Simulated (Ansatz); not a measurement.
Input and command of a plane-wave DFT calculation in Ansatz:

```yaml
crystal:
  lattice:
    - [4.0736913413, 0.0, 0.0]
    - [-2.0368456706, 3.5279201887, 0.0]
    - [0.0, 0.0, 25.8100039188]
  atoms:
    - { symbol: Ge, position: [0.3333333333, 0.6666666667, 0.2905850004] }
    - { symbol: Ge, position: [0.0, 0.0, 0.3228026927] }
    - { symbol: Ge, position: [0.0, 0.0, 0.4194557694] }
    - { symbol: Ge, position: [0.6666666667, 0.3333333333, 0.4516734616] }
    - { symbol: Ge, position: [0.6666666667, 0.3333333333, 0.5483265384] }
    - { symbol: Ge, position: [0.3333333333, 0.6666666667, 0.5805442306] }
    - { symbol: Ge, position: [0.3333333333, 0.6666666667, 0.6771973073] }
    - { symbol: Ge, position: [0.0, 0.0, 0.7094149996] }
basis:
  ecutwfc: 420
kpoints:
  mp_grid: { grid: [9, 9, 1] }
hamiltonian:
  xc: pbe
scf:
  occupations: { method: gaussian, width: 0.1 }
  max_iter: 55
output:
  forces: true
  stress: true
  eigenvalues: true
efield:
  axis: 3
  dipole_correction: true
  ramp_width: 0.04
  amplitude: -0.3
```

```bash
ansatz run input.yaml --threads 1 --pin off --max-ram 2560MiB --backend cpu --events-out ev --progress --plain --runs-dir out
```

Processor: Arm Neoverse V1, 1 thread, on a host shared with other jobs.

Problem. Estimate time, memory and problem size.

Solution. About 50 s on 1 thread of Arm Neoverse V1 (shared host), peak memory 0.59 GiB. It solves 68 bands at 12 k points (the mesh reduced by symmetry) with about 7275 plane waves, in 12 SCF iterations.
